### Question

I have computed band gaps for a set of crystals with five methods, on the same cells, and the columns hardly resemble each other.

Band gaps of crystals periodic in three directions, from single-point calculations with PBE (plane-wave cutoff 260 eV, no spin polarisation), PM7, GFN2-xTB and GFN1-xTB (both in tblite), and DFTB.

| system | space group | volume (Å³/atom) | shortest distance (Å) | gap, PBE coarse-settings (eV) | gap, PM7 (eV) | gap, GFN2-xTB tblite (eV) | gap, GFN1-xTB tblite (eV) | gap, DFTB (eV) |
| --- | --- | --- | --- | --- | --- | --- | --- | --- |
| ZnS (F-43m) | F-43m | 19.55 | 2.33 | 2.22 | 2.45 | 1.37 | 0.00 | 1.42 |
| SiC (P6_3/mmc) | P6_3/mmc | 10.51 | 1.81 | 0.00 | 4.68 | 1.79 | 2.26 | 2.47 |
| Si (P6_3/mmc) | P6_3/mmc | 20.16 | 2.35 | 0.41 | 6.50 | 1.62 | 0.19 | 2.67 |
| Si (Fd-3m) | Fd-3m | 20.17 | 2.36 | 0.56 | 6.65 | 1.67 | 0.42 | 2.84 |
| ZnS (P6_3mc) | P6_3mc | 19.58 | 2.33 | 2.29 | 2.83 | 1.43 | 0.00 | 3.12 |
| BN (Fmm2) | Fmm2 | 8.91 | 1.44 | 3.51 | 6.46 | 4.17 | 3.88 | 3.78 |
| BN (P6_3/mmc) | P6_3/mmc | 8.83 | 1.44 | 4.16 | 8.24 | 5.05 | 5.15 | 3.95 |
| BN (R3m) | R3m | 8.81 | 1.44 | 4.09 | 8.39 | 4.99 | 4.97 | 3.96 |
| ZnO (P6_3/mmc) | P6_3/mmc | 11.32 | 1.97 | 0.96 | 3.13 | 0.13 | 0.13 | 4.68 |
| ZnO (P6_3mc) | P6_3mc | 11.81 | 1.97 | 0.87 | 3.56 | 0.19 | 0.02 | 4.75 |
| SiC3 (P-4m2) | P-4m2 | 8.00 | 1.65 | 1.36 | 8.18 | 2.45 | 2.84 | 5.31 |
| C (P6_3/mmc) | P6_3/mmc | 5.66 | 1.54 | 3.37 | 9.79 | 5.69 | 5.78 | 6.71 |
| SiC (P6_3mc) | P6_3mc | 10.33 | 1.88 | 2.16 | 7.67 | 2.69 | 2.43 | 7.52 |
| SiC (F-43m) | F-43m | 10.33 | 1.89 | 1.25 | 7.79 | 2.38 | 1.85 | 7.57 |
| N (P4_2/mnm) | P4_2/mnm | 20.13 | 1.09 | 6.89 | 13.47 | 3.87 | 5.78 | 9.07 |
| N (P6_3/mmc) | P6_3/mmc | 21.21 | 1.09 | 7.10 | 13.33 | 4.02 | 5.83 | 9.12 |
| BN (P6_3mc) | P6_3mc | 5.90 | 1.56 | 5.27 | 8.46 | 6.89 | 9.59 | 9.43 |
| SiO2 (P4_12_12) | P4_12_12 | 14.29 | 1.61 | 5.61 | 10.23 | 6.64 | 9.37 | 12.92 |

Some of these materials matter to me as semiconductors and gate insulators, so I would like to know what I can use.

1. Why are the PM7 gaps so large?
2. Which digits can I trust?
3. Are the crystals with a gap of 0.00 metals?
4. Why does DFTB agree with PBE for layered BN and then fail for wurtzite BN?
5. Shouldn't the xTB methods, which were fitted to molecules, at least get solid nitrogen right?
6. PM7 gives 3.56 eV for wurtzite ZnO, close to experiment. Is it the best method here?
7. Can I take the barriers between silicon and its gate oxide from these gaps, hoping that the errors cancel?

### Answer

Two sizes are worth remembering: a change of method moves these gaps by several eV, finer PBE settings by less than a tenth of an eV in the crystals where they were tried. The reason for the first lies in what a gap is. It runs from the highest filled level to the lowest empty one, and the empty level holds no electron, so it adds nothing to the total energy. A method can therefore give good bond lengths and energies while its empty levels lie far off.

**1. The large PM7 gaps**

PM7 lies above PBE in all 18 rows, by 0.23 to 6.82 eV with a median of 4.65 eV. Its gap is an orbital gap of the Hartree-Fock kind, in which an electron placed in an empty level feels the repulsion of all the electrons already there. In a real crystal those electrons shift to screen the added charge, which lowers the cost, but the orbital gap leaves this response out. PBE errs the other way: filled and empty levels share one local potential, which lacks the upward jump that an added electron should meet.

This argument gives the direction, while the size also depends on PM7's fitted parameters. In zincblende ZnS the excess over PBE is only 0.23 eV. PM7 was also run on clusters that sample few k points, as were both xTB methods, and a missed band edge can widen a gap further.

**2. The digits**

Raising the PBE cutoff from 260 to 420 eV and making the k mesh denser at the same time shifted the gap by 0.05 to 0.07 eV in the five crystals compared. The output below names only the cutoff, but the shift belongs to both changes together, and these runs can't separate them. The two forms of ZnS differ by 0.07 eV in PBE, so don't interpret that difference before both have been run at the finer settings. As a PBE value, a gap of BN, ZnS or ZnO is therefore good to about the first decimal. For the other crystals that is only a fair guess, because none of them was among the five. As a prediction of the measured gap, even the figure before the decimal point can be wrong. The cells add an error of their own: they were relaxed with another functional, r2SCAN (with a dispersion term for layered BN and solid nitrogen), and not measured.

The low gap of BN (Fmm2) is a firmer result. It lies 0.58 eV below that of BN (R3m) in PBE, and all five methods make it the smallest of the three layered BN gaps. The bond length within the layers is the same in all three, so the stacking is the natural cause: it decides how strongly orbitals on neighbouring layers overlap, and hence how broad the bands become.

**3. The zeros**

The two kinds of zero mean different things. SiC (P6_3/mmc) consists of flat sheets, in which each atom has three near neighbours in its own sheet and two more distant ones above and below. In PBE its highest valence level lies 0.16 eV above its lowest conduction level, at another k point, so the bands overlap. PBE gaps are usually too small by more than that, and a better method might well open a gap.

GFN1-xTB gives zero for both forms of ZnS, where PBE finds more than 2 eV. ZnS is a well-known wide-gap semiconductor, so this zero is an error of the calculation. The numbers don't reveal whether the parametrisation or the run itself is to blame.

**4. Layers against a tetrahedral network**

For layered BN (P6_3/mmc), DFTB falls 0.21 eV below PBE; for wurtzite BN it lies 4.16 eV above. The likely reason is that the lowest empty band changes its character. In a flat layer each boron atom keeps a nearly empty p orbital that points out of the plane, and these orbitals form the bottom of the conduction band. DFTB's minimal basis contains exactly these orbitals, so it can describe that band.

In the tetrahedral network every valence orbital takes part in a bond. The only empty states that a minimal basis can then build are the antibonding partners, which lie high. The true conduction bottom can lower its energy by spreading into the space between the atoms, but this takes outer functions that the basis lacks. The position of the conduction minimum can't confirm this, because DFTB and PBE disagree on it in both crystals: H against M in layered BN, Γ against K in wurtzite BN.

You can try the idea on a neighbour. Hexagonal diamond, C (P6_3/mmc), is also tetrahedral, so DFTB should overshoot, and it gives 6.71 eV against 3.37 eV in PBE. The basis alone doesn't set the size of the error, though: GFN2-xTB, whose basis for boron and nitrogen is also minimal, exceeds PBE by only 1.62 eV in wurtzite BN. Flat SiC (P6_3/mmc) fits the idea badly: its sheets have out-of-plane p orbitals too, yet DFTB gives 2.47 eV where PBE finds no gap.

Don't test the idea on ZnS. Its two forms have almost the same bond lengths and PBE gaps, yet DFTB separates them by 1.70 eV, which suggests a fault in at least one of those runs. The DFTB relaxation of the zincblende form also failed to converge, though the gap in the table comes from a separate single-point run.

**5. Solid nitrogen**

The nitrogen crystals are made of intact N₂ molecules, so a method fitted to molecules should be at home. Yet for the P4_2/mnm crystal GFN2-xTB gives 3.87 eV and GFN1-xTB 5.78 eV. Both lie below the 6.89 eV of PBE, which is itself probably too low, while PM7 gives 13.47 eV. A fit to molecular structures and energies fixes mainly what the filled orbitals do together. It leaves the position of the empty ones loose, in a molecule as much as in a solid.

**6. The ZnO agreement**

One good row doesn't make a good method. I compared six crystals (zincblende ZnS, cubic Si, layered BN, wurtzite ZnO and two forms of SiC) with measured gaps that I recall only roughly. PM7 ranges from about 1 eV too low to more than 5 eV too high, so its success for ZnO is an accident. PBE is too low in all six, by 0.5 to 2.5 eV, and an error of constant sign is easier to live with.

ZnO is the worst of the six for PBE, for a known reason. PBE places the zinc 3d levels too high, where they mix strongly with the oxygen 2p levels and push the valence top upwards. This narrows a gap that was already too small. Temperature, zero-point motion and spin-orbit coupling also separate the computed from the measured gaps, but in these crystals they amount to a few tenths of an eV at most.

**7. Silicon and its gate oxide**

Gaps alone can give you the sum of the two barriers. Go up in energy from the valence edge of the oxide to its conduction edge. You cross the hole barrier $\Phi_h$, then the silicon gap $E_{\mathrm{Si}}$, then the electron barrier $\Phi_e$. The oxide gap is therefore $E_{\mathrm{ox}}=\Phi_h+E_{\mathrm{Si}}+\Phi_e$, which gives

$$\Phi_e+\Phi_h=E_{\mathrm{ox}}-E_{\mathrm{Si}}.$$

With PBE this is $5.61-0.56=5.05$ eV. The measured sum is roughly 8 eV, as far as I recall, for the amorphous oxide of real devices; the SiO₂ in your table is crystalline cristobalite.

The errors don't cancel, because they differ between the two materials. PBE misses about half an eV in silicon but several eV in the oxide. PM7 shows the opposite case: it overshoots silicon so badly that the sum drops to $10.23-6.65=3.58$ eV, the lowest of the five, although both of its gaps are larger than PBE's. GFN1-xTB comes closest with about 9 eV, but a method that closes the gap of ZnS shouldn't be chosen for one good difference.

For a device this matters a great deal, since the barrier height enters the exponent of the tunnelling rate. If the PBE sum is about 3 eV short, at least one barrier is too low, and the leakage of that carrier will be overestimated. A usable estimate needs a method that places both the filled and the empty band edges well in both materials, such as a suitable hybrid functional or GW. It also needs a calculation of the interface, because the two gaps don't tell how the sum is shared between electrons and holes.

The barrier sum is a plain subtraction with no adjustable constant; the output below lists it for all five methods, with the other differences used here.

The analysis program printed:

```
rows where PM7 exceeds PBE (of 18): 18
rows where PM7 is the largest of the five: 13
smallest PM7 less PBE gap (eV): 0.23
median PM7 less PBE gap (eV): 4.65
largest PM7 less PBE gap (eV): 6.82
smallest PBE shift on raising the cutoff, five rows (eV): 0.04997
largest PBE shift on raising the cutoff, five rows (eV): 0.07251
ZnS wurtzite less zincblende gap, PBE (eV): 0.07
BN Fmm2 less R3m gap, PBE (eV): -0.58
BN Fmm2 less R3m gap, PM7 (eV): -1.93
BN Fmm2 less R3m gap, DFTB (eV): -0.18
BN wurtzite less layered P6_3/mmc gap, PBE (eV): 1.11
BN wurtzite less layered P6_3/mmc gap, PM7 (eV): 0.22
BN wurtzite less layered P6_3/mmc gap, GFN2 (eV): 1.84
BN wurtzite less layered P6_3/mmc gap, GFN1 (eV): 4.44
BN wurtzite less layered P6_3/mmc gap, DFTB (eV): 5.48
DFTB less PBE gap, layered BN P6_3/mmc (eV): -0.21
DFTB less PBE gap, wurtzite BN (eV): 4.16
PM7 over GFN2 gap, N2 crystal P4_2/mnm (ratio): 3.481
GFN2 less PBE gap, N2 crystal P4_2/mnm (eV): -3.02
lowest PBE less rough measured gap, six rows (eV): -2.53
highest PBE less rough measured gap, six rows (eV): -0.54
lowest PM7 less rough measured gap, six rows (eV): -1.25
highest PM7 less rough measured gap, six rows (eV): 5.55
SiO2 less Si gap (sum of both barriers), PBE (eV): 5.05
SiO2 less Si gap (sum of both barriers), PM7 (eV): 3.58
SiO2 less Si gap (sum of both barriers), GFN2 (eV): 4.97
SiO2 less Si gap (sum of both barriers), GFN1 (eV): 8.95
SiO2 less Si gap (sum of both barriers), DFTB (eV): 10.08
```
